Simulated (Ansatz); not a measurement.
# PbI2: the cost of one run

Computed with Ansatz 0.2.0 (DFT PBE, with the methods named in each step, unless a step's input says otherwise).

## (1) The structure to begin with

Symmetry: P-3m1, No. 164, trigonal system. Conventional cell: a = 4.625 Å, b = 4.625 Å, c = 7.217 Å, α = 90.00°, β = 90.00°, γ = 120.00°. Pb (site symmetry -3m) is surrounded by 6 I at 3.26 Å. I (site symmetry 3m) is surrounded by 3 Pb at 3.26 Å.

Structure file:

```
Pb I
1.0
     4.62541    0.00000    0.00000
    -2.31270    4.00572    0.00000
     0.00000    0.00000    7.21718
Pb I
1 2
Direct
  0.00000 0.00000 0.00000
  0.66667 0.33333 0.74069
  0.33333 0.66667 0.25931
```

Whether this phase is the stable one at these pressures isn't tested.

Atoms are numbered in the order of the input: Pb1, I2, I3.

## (2) The reference volume, LAPW

The input, input.yaml:

```yaml
crystal:
  lattice:
    - [4.6254062546, 0.0, 0.0]
    - [-2.3127031273, 4.0057193193, 0.0]
    - [0.0, 0.0, 7.2171821724]
  atoms:
    - { symbol: Pb, position: [0.0, 0.0, 0.0] }
    - { symbol: I, position: [0.6666666667, 0.3333333333, 0.7406866529] }
    - { symbol: I, position: [0.3333333333, 0.6666666667, 0.2593133471] }
kpoints:
  mp_grid: { grid: [7, 7, 4] }
  band_path:
    path:
      - [0.0, 0.0, 0.0]
      - [0.5, 0.0, 0.0]
      - [0.3333333333, 0.3333333333, 0.0]
      - [0.0, 0.0, 0.0]
      - [0.0, 0.0, 0.5]
      - [0.5, 0.0, 0.5]
      - [0.3333333333, 0.3333333333, 0.5]
      - [0.0, 0.0, 0.5]
      - [0.5, 0.0, 0.5]
    npoints: 14
scf:
  occupations: { method: fermi_dirac, width: 0.03 }
hamiltonian:
  xc: pbe
  pseudopotentials: { kind: all_electron, lapw: { basis_error: 0.001 } }
output:
  forces: true
  stress: true
  eigenvalues: true
  populations: true
```

Started as:

```sh
> ansatz run input.yaml --threads 1 --pin off --max-ram 3072MiB --backend cpu --events-out ev --progress --plain --runs-dir out
```

**Question.** How long does this run take on 1 thread of Arm Neoverse V1, shared host, and how much memory does it need?

About 55 s, with a peak of 0.4 GiB.
